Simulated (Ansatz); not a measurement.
Geometry optimisation in Ansatz: input, command and trajectory.

```yaml
crystal:
  lattice:
    - [3.355005, 0.0, 0.0]
    - [0.0, 5.674104, 0.0]
    - [0.0, 0.0, 4.22197]
  atoms:
    - { symbol: Sn, position: [0.0, 0.231909, 0.513144] }
    - { symbol: Sn, position: [0.5, 0.768091, 0.013144] }
    - { symbol: O, position: [0.0, 0.89125, 0.736857] }
    - { symbol: O, position: [0.5, 0.10875, 0.236857] }
basis:
  ecutwfc: 420
kpoints:
  mp_grid: { grid: [8, 6, 6] }
hamiltonian:
  xc: pbe
  dispersion: d3bj
scf:
  occupations: { method: gaussian, width: 0.02 }
output:
  forces: true
  stress: true
  eigenvalues: true
  write_density: true
  write_potential: true
  elf: true
  volumetric_format: npy
relax:
  adjacent_minimum: "off"
  f_tol: 0.005
  max_steps: 80
  cell: { stress_tol: 0.05 }
```

```bash
ansatz run input.yaml --threads 1 --pin off --max-ram 2560MiB --backend cpu --events-out ev --progress --plain --runs-dir out
```

The calculation used Ansatz 0.2.0, DFT PBE+D3(BJ), scalar-relativistic, plane waves, PAW.

Of 15 frames 10 are shown, positions in Å and forces in eV/Å; the SCF threshold varies from step to step. Steps run on the plane waves of an earlier cell, with a Pulay correction in the pressure. The basis is chosen afresh for the last frame, the zero of the energies, and at times for earlier ones too; energy and pressure step there, also at an unchanged geometry.

```xyz
4
Lattice="3.3550 0.0000 0.0000 0.0000 5.6741 0.0000 0.0000 0.0000 4.2220" Properties=species:S:1:pos:R:3:forces:R:3 pbc="T T T" step=1 free_energy_over_end_meV_per_atom=4.42 pressure_GPa=-1.31
Sn    0.0000    1.3159    2.1665    0.0000   -0.1059   -0.0237
Sn    1.6775    4.3582    0.0555    0.0000    0.1059   -0.0237
O     0.0000    5.0570    3.1110    0.0000    0.0612    0.0237
O     1.6775    0.6171    1.0000    0.0000   -0.0612    0.0237
4
Lattice="3.3299 0.0000 0.0000 0.0000 5.6223 0.0000 0.0000 0.0000 4.1370" Properties=species:S:1:pos:R:3:forces:R:3 pbc="T T T" step=3 free_energy_over_end_meV_per_atom=0.23 pressure_GPa=0.19
Sn    0.0000    1.3208    2.1322    0.0000    0.0445    0.0259
Sn    1.6649    4.3015    0.0637    0.0000   -0.0445    0.0259
O     0.0000    5.0049    3.0390    0.0000   -0.0066   -0.0259
O     1.6649    0.6174    0.9705    0.0000    0.0066   -0.0259
4
Lattice="3.3341 0.0000 0.0000 0.0000 5.6351 0.0000 0.0000 0.0000 4.1169" Properties=species:S:1:pos:R:3:forces:R:3 pbc="T T T" step=4 free_energy_over_end_meV_per_atom=0.00 pressure_GPa=0.17
Sn    0.0000    1.3225    2.1246    0.0000    0.0433    0.0286
Sn    1.6670    4.3126    0.0662    0.0000   -0.0433    0.0286
O     0.0000    5.0139    3.0215    0.0000   -0.0059   -0.0286
O     1.6670    0.6212    0.9630    0.0000    0.0059   -0.0286
4
Lattice="3.3347 0.0000 0.0000 0.0000 5.6864 0.0000 0.0000 0.0000 3.9924" Properties=species:S:1:pos:R:3:forces:R:3 pbc="T T T" step=6 free_energy_over_end_meV_per_atom=-1.56 pressure_GPa=0.13
Sn    0.0000    1.3333    2.0940    0.0000    0.0145   -0.0123
Sn    1.6673    4.3531    0.0978    0.0000   -0.0145   -0.0123
O     0.0000    5.0299    2.8965    0.0000   -0.0052    0.0123
O     1.6673    0.6565    0.9003    0.0000    0.0052    0.0123
4
Lattice="3.3421 0.0000 0.0000 0.0000 5.6933 0.0000 0.0000 0.0000 4.0065" Properties=species:S:1:pos:R:3:forces:R:3 pbc="T T T" step=7 free_energy_over_end_meV_per_atom=-1.27 pressure_GPa=-0.09
Sn    0.0000    1.3343    2.0939    0.0000   -0.0178   -0.0048
Sn    1.6711    4.3590    0.0906    0.0000    0.0178   -0.0048
O     0.0000    5.0436    2.9143    0.0000   -0.0066    0.0047
O     1.6711    0.6497    0.9110    0.0000    0.0066    0.0047
4
Lattice="3.3412 0.0000 0.0000 0.0000 5.6933 0.0000 0.0000 0.0000 4.0014" Properties=species:S:1:pos:R:3:forces:R:3 pbc="T T T" step=9 free_energy_over_end_meV_per_atom=0.36 pressure_GPa=-0.15
Sn    0.0000    1.3335    2.0928    0.0000    0.0016    0.0011
Sn    1.6706    4.3598    0.0921    0.0000   -0.0016    0.0011
O     0.0000    5.0412    2.9089    0.0000    0.0017   -0.0011
O     1.6706    0.6522    0.9082    0.0000   -0.0017   -0.0011
4
Lattice="3.3372 0.0000 0.0000 0.0000 5.7144 0.0000 0.0000 0.0000 3.9052" Properties=species:S:1:pos:R:3:forces:R:3 pbc="T T T" step=10 free_energy_over_end_meV_per_atom=-0.71 pressure_GPa=0.11
Sn    0.0000    1.3454    2.0621    0.0000   -0.0302    0.0050
Sn    1.6686    4.3690    0.1095    0.0000    0.0302    0.0050
O     0.0000    5.0448    2.8194    0.0000    0.0103   -0.0049
O     1.6686    0.6696    0.8668    0.0000   -0.0103   -0.0049
4
Lattice="3.3441 0.0000 0.0000 0.0000 5.7055 0.0000 0.0000 0.0000 3.9402" Properties=species:S:1:pos:R:3:forces:R:3 pbc="T T T" step=12 free_energy_over_end_meV_per_atom=-0.44 pressure_GPa=0.00
Sn    0.0000    1.3391    2.0728    0.0000   -0.0012   -0.0015
Sn    1.6720    4.3664    0.1027    0.0000    0.0012   -0.0015
O     0.0000    5.0429    2.8524    0.0000   -0.0025    0.0015
O     1.6720    0.6626    0.8823    0.0000    0.0025    0.0015
4
Lattice="3.3441 0.0000 0.0000 0.0000 5.7055 0.0000 0.0000 0.0000 3.9402" Properties=species:S:1:pos:R:3:forces:R:3 pbc="T T T" step=13 free_energy_over_end_meV_per_atom=0.03 pressure_GPa=-0.03
Sn    0.0000    1.3391    2.0728    0.0000   -0.0012   -0.0014
Sn    1.6720    4.3664    0.1027    0.0000    0.0012   -0.0014
O     0.0000    5.0429    2.8524    0.0000   -0.0025    0.0014
O     1.6720    0.6626    0.8823    0.0000    0.0025    0.0014
4
Lattice="3.3457 0.0000 0.0000 0.0000 5.7119 0.0000 0.0000 0.0000 3.9214" Properties=species:S:1:pos:R:3:forces:R:3 pbc="T T T" step=15 free_energy_over_end_meV_per_atom=0.00 pressure_GPa=0.00
Sn    0.0000    1.3408    2.0663    0.0000   -0.0019    0.0023
Sn    1.6728    4.3711    0.1056    0.0000    0.0019    0.0023
O     0.0000    5.0456    2.8354    0.0000    0.0041   -0.0023
O     1.6728    0.6662    0.8747    0.0000   -0.0041   -0.0023
```

It took 8.1 min on 1 thread of Intel(R) Xeon(R) Processor @ 2.50GHz (Skylake/Cascade Lake), with other jobs on the host, peak memory 0.48 GiB.